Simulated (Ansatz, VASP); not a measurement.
## BN in VASP and in Ansatz

The input INCAR:

```
SYSTEM = BN
ALGO     = Normal         ! electronic algorithm
EDIFF    = 1E-6           ! SCF threshold, eV
ENCUT    = 520            ! plane-wave cutoff, eV
GGA      = PE             ! functional
ISIF     = 2              ! what is computed and relaxed
ISMEAR   = 0              ! smearing method
LASPH    = .TRUE.         ! aspherical terms in the spheres
LCHARG   = .FALSE.        ! write CHGCAR
LREAL    = .FALSE.        ! projectors in reciprocal space
LWAVE    = .FALSE.        ! write WAVECAR
NBANDS   = 16             ! bands
NELM     = 80             ! most SCF steps
PREC     = Accurate       ! precision mode
SIGMA    = 0.05           ! smearing width, eV
```

Contents of KPOINTS:

```
k-points
0
G
  6 6 6
  0 0 0
```

POSCAR

```
BN
1.0
    0.0000000000     -1.8123937734     -1.7640028597
   -1.7640028597      0.0000000000     -1.7640028597
    1.7640028597      1.8123937734     -3.5280057193
B N
2 2
Direct
   -0.0047981010      0.0213932330      0.0000000000
    0.5047981010      0.4786067670      0.5000000000
    0.3700897898      0.3968930928      0.8750000000
    0.8799102102      0.8531069072      0.3750000000
```

Input for Ansatz:

```yaml
crystal:
  lattice:
    - [0.0, -1.8123937734, -1.7640028597]
    - [-1.7640028597, 0.0, -1.7640028597]
    - [1.7640028597, 1.8123937734, -3.5280057193]
  atoms:
    - { symbol: B, position: [-0.004798101, 0.021393233, 0.0] }
    - { symbol: B, position: [0.504798101, 0.478606767, 0.5] }
    - { symbol: "N", position: [0.3700897898, 0.3968930928, 0.875] }
    - { symbol: "N", position: [0.8799102102, 0.8531069072, 0.375] }
basis:
  ecutwfc: 520.0
kpoints:
  mp_grid: { grid: [6, 6, 6] }
hamiltonian:
  xc: pbe
scf:
  occupations: { method: gaussian, width: 0.05 }
output:
  forces: true
  stress: true
  eigenvalues: true
```

Change from the starting cell: mode 4 frozen in at -0.051 Å, equal normal strain along x and y -0.0267.

Alike in both runs: task single point; functional PBE; k mesh 6 × 6 × 6; occupations gaussian, width 0.05 eV; no spin polarisation.

```csv
,VASP,Ansatz
version,VASP 6.6.1,Ansatz 0.2.0
potentials or method,"VASP PAW PBE potentials, release 64 (B, N)","scalar-relativistic, plane waves, PAW"
plane-wave cutoff (eV),520,520
valence electrons in the cell,16,16
```

|  | VASP | Ansatz | Ansatz less VASP |
| --- | --- | --- | --- |
| gap on the k mesh at the Fermi level (eV) | 4.23 | 4.24 | +0.013 |
| least direct gap on the mesh (eV) | 6.13 | 6.15 | +0.015 |
| pressure (GPa) | 22.5 | 22.1 | -0.36 |
| largest component of the traceless stress (GPa) | 11.43 | 11.42 | -0.007 |
| rms of the force components (eV/Å) | 0.303 | 0.303 | +0.0004 |

Atom by atom the forces differ by 0.000 eV/Å (rms over components).

Caveats: the k mesh is coarse (spacing up to 0.49 Å⁻¹), so the values aren't converged; so large a pressure means that the cell lies far from this level's equilibrium, or that cutoff or potentials fall short (VASP). A k mesh can miss the band edges.
